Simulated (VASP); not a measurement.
Write the native input for VASP 6.6.1 that does the following.

```
Task                               : single point
Functional                         : HSE06
Dispersion                         : D3(BJ)
Potentials or basis                : VASP PAW PBE potentials, release 64 (O)
Cutoff                             : 400 eV
k mesh                             : 1 × 1 × 1
Occupations                        : gaussian, width 0.01 eV
Spin                               : collinear spin, ferromagnetic start
Starting moments                   : [1.1, 1.1] μB
Fixed moment                       : 2 μB
Grid for exact exchange (PRECFOCK) : Fast
Screening parameter                : 0.2 1/A
Further INCAR settings             : ALGO = Damped; EDIFF = 1e-06; NBANDS = 17; ISYM = 0
```

The system is O2, in a box.

```
O
1.0
    11.62610    0.00000    0.00000
     0.00000   12.12610    0.00000
     0.00000    0.00000   12.62610
O
2
Direct
  0.54843 0.52191 0.50387
  0.44957 0.48561 0.49597
```

The input as run:

POSCAR

```
O                                       
1.0
   11.6260970939      0.0000000000      0.0000000000
    0.0000000000     12.1260970939      0.0000000000
    0.0000000000      0.0000000000     12.6260970939
  O             
     2
Selective dynamics
Direct
     0.5484297130999991    0.5219067479999993    0.5038687910999968   F   F   F
     0.4495703837437242    0.4856070573261271    0.4959722951594220   T   T   T
```

INCAR.step1

```
SYSTEM = O
ALGO = Normal
EDIFF = 1E-5
ENCUT = 400
GGA = PE
ISIF = 2
ISMEAR = 0
ISPIN = 2
ISYM = 0
LASPH = .TRUE.
LORBIT = 11
LREAL = .FALSE.
LWAVE = .TRUE.
MAGMOM = 1.1 1.1
NBANDS = 17
NELM = 60
NUPDOWN = 2
PREC = Accurate
SIGMA = 0.01
TIME = 0.4
```

INCAR.step2

```
SYSTEM = O
ALGO = Damped
EDIFF = 1E-6
ENCUT = 400
GGA = PE
HFSCREEN = 0.2
ISIF = 2
ISMEAR = 0
ISPIN = 2
ISTART = 1
ISYM = 0
IVDW = 12
LASPH = .TRUE.
LCHARG = .FALSE.
LHFCALC = .TRUE.
LORBIT = 11
LREAL = .FALSE.
LWAVE = .FALSE.
MAGMOM = 1.1 1.1
NBANDS = 17
NELM = 60
NUPDOWN = 2
PREC = Accurate
PRECFOCK = Fast
SIGMA = 0.01
TIME = 0.4
VDW_A1 = 0.383
VDW_A2 = 5.685
VDW_S6 = 1.0
VDW_S8 = 2.31
```

KPOINTS

```
k-points
0
G
  1 1 1
  0 0 0
```

Potentials or basis: VASP PAW PBE potentials, release 64 (O).

Launch:

```console
$ cat potpaw_PBE.64/O/POTCAR > POTCAR
$ cp INCAR.step1 INCAR
$ mpirun -np 4 vasp_gam > vasp.out
$ cp INCAR.step2 INCAR
$ mpirun -np 4 vasp_gam > vasp.out
```

It gave:

The largest force is 1.885 eV/Å. The net moment is 2.00 μB per cell and the site moments are O +0.84 μB. The valence electrons inside the program's atomic spheres are O 4.94. The dispersion energy per atom is -0.002 eV.

Caveat: the standard files for N, O and F lose accuracy on very short bonds; the PAW data sets were made with another functional, which shifts forces and pressure a little; the total moment is fixed, so each spin has its own Fermi level.

Run time: 2.4 min on 4 MPI ranks on AMD EPYC 7R13 Processor (Zen 3), with other jobs on the host, peak memory 0.58 GiB a rank.
